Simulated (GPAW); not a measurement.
ZrO2, 3 atoms in the cell. Symmetry: Fm-3m, No. 225, cubic system. The conventional cell has a = 5.090 Å, b = 5.090 Å, c = 5.090 Å, α = 90.00°, β = 90.00°, γ = 90.00°. Around Zr (site symmetry m-3m) lie 8 O at 2.20 Å. O (site symmetry -43m) has 4 Zr at 2.20 Å as nearest neighbours. Measurements of this composition are mostly on another form, of space group No. 14.

| Item | Value |
| --- | --- |
| Program | GPAW 26.7.0 |
| Task | band structure |
| Functional | PBEsol |
| Potentials or basis | PAW data sets generated in the run's folder for this functional |
| Cutoff | 800 eV |
| Basis | pw |
| k mesh | 7 × 7 × 7 |
| Occupations | fermi-dirac, width 0.05 eV |
| Spin | spin-orbit coupling, no magnetisation |
| Maxiter | 150 |
| Band path | GXWKGLUWLK,UX |
| Band points | 60 |
| spin axis theta (degrees) | 54.7 |
| spin axis phi (degrees) | 45 |
| Soc after scf | second variation |

Potentials or basis: PAW data sets generated in the run's folder for this functional, pw.

The run is started by

```bash
$ gpaw-setup -f PBEsol O Zr
$ OMP_NUM_THREADS=1 python run.py
```

Hardware: 1 thread of Arm Neoverse V2, on a shared host.

Task: Estimate the wall time of this run.

Result: Run time: 42 s on 1 thread of Arm Neoverse V2, on a shared host, peak memory 0.31 GiB. Counts: scf iterations 14, plane waves 1720, bands 24, k points 20.
